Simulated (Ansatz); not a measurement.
# Al2Cu: tests of the settings

The task here is to estimate one member of a computed series from the others.

Computed with Ansatz 0.2.0 (DFT PBE, scalar-relativistic, plane waves, PAW for the base; runs at other levels say so in their headings and inputs, unless a step's input says otherwise).

1 further run of the same task is left out (set aside as unsound or not needed).

**Starting point**

Symmetry: P4/mmm, No. 123, tetragonal system. The conventional cell has a = 4.105 Å, b = 4.105 Å, c = 2.891 Å, α = 90.00°, β = 90.00°, γ = 90.00°. Al (site symmetry mmm) is surrounded by 4 Cu at 2.51 Å. Cu (site symmetry 4/mmm) has 8 Al at 2.51 Å as nearest neighbours.

Coordinates:

```
CELL_PARAMETERS angstrom
4.10518 0.00000 0.00000
0.00000 4.10518 0.00000
0.00000 0.00000 2.89131
ATOMIC_POSITIONS crystal
Al 0.50000 0.00000 0.50000
Al 0.00000 0.50000 0.50000
Cu 0.00000 0.00000 0.00000
```

The structure comes from the Materials Project (structure only); it is used as listed.

**The base run, which the others are set against**

Input file input.yaml:

```yaml
crystal:
  lattice:
    - [4.105182, 0.0, 0.0]
    - [0.0, 4.105182, 0.0]
    - [0.0, 0.0, 2.891313]
  atoms:
    - { symbol: Al, position: [0.5, 0.0, 0.5] }
    - { symbol: Al, position: [0.0, 0.5, 0.5] }
    - { symbol: Cu, position: [0.0, 0.0, 0.0] }
basis:
  ecutwfc: 420
kpoints:
  mp_grid: { grid: [10, 10, 14] }
hamiltonian:
  xc: pbe
scf:
  occupations: { method: gaussian, width: 0.1 }
output:
  forces: true
  stress: true
  eigenvalues: true
  populations: true
```

It was run beforehand and gave: -2566.7562 eV/atom at zero smearing, pressure 0.51 GPa, largest force 0.000 eV/Å, no gap on the mesh, in 7 SCF cycles and 5.8 s.

The first run:

Input file input.yaml:

```yaml
crystal:
  lattice:
    - [4.105182, 0.0, 0.0]
    - [0.0, 4.105182, 0.0]
    - [0.0, 0.0, 2.891313]
  atoms:
    - { symbol: Al, position: [0.5, 0.0, 0.5] }
    - { symbol: Al, position: [0.0, 0.5, 0.5] }
    - { symbol: Cu, position: [0.0, 0.0, 0.0] }
basis:
  ecutwfc: 420
kpoints:
  mp_grid: { grid: [10, 10, 14] }
hamiltonian:
  xc: lda
scf:
  occupations: { method: gaussian, width: 0.1 }
output:
  forces: true
  stress: true
  eigenvalues: true
relax:
  adjacent_minimum: "off"
  f_tol: 0.01
  max_steps: 60
  cell: { stress_tol: 0.05 }
```

Launch:

```bash
> ansatz run input.yaml --threads 1 --pin off --max-ram 2560MiB --backend cpu --events-out ev --progress --plain --runs-dir out
```

Steps of the session up to this table: Relaxing with functional LDA; Relaxing with functional PBEsol; Relaxing with functional PBE; Relaxation, functional: r2SCAN.

One of the session's tables, all rows but one given; the rest of the session is left out.

| functional | a (Å) | c (Å) | volume (Å³/atom) |
| --- | --- | --- | --- |
| LDA | ? | ? | ? |
| PBEsol | 4.084 | 2.846 | 15.83 |
| PBE | 4.121 | 2.885 | 16.33 |
| r2SCAN | 4.088 | 2.851 | 15.88 |

**Question.** Estimate the row for LDA.

**Answer.** a (Å): 4.043; c (Å): 2.822; volume (Å³/atom): 15.37. In the column «a (Å)» it is the lowest.

The times were taken beside other jobs on the same host; read them as orders of magnitude.
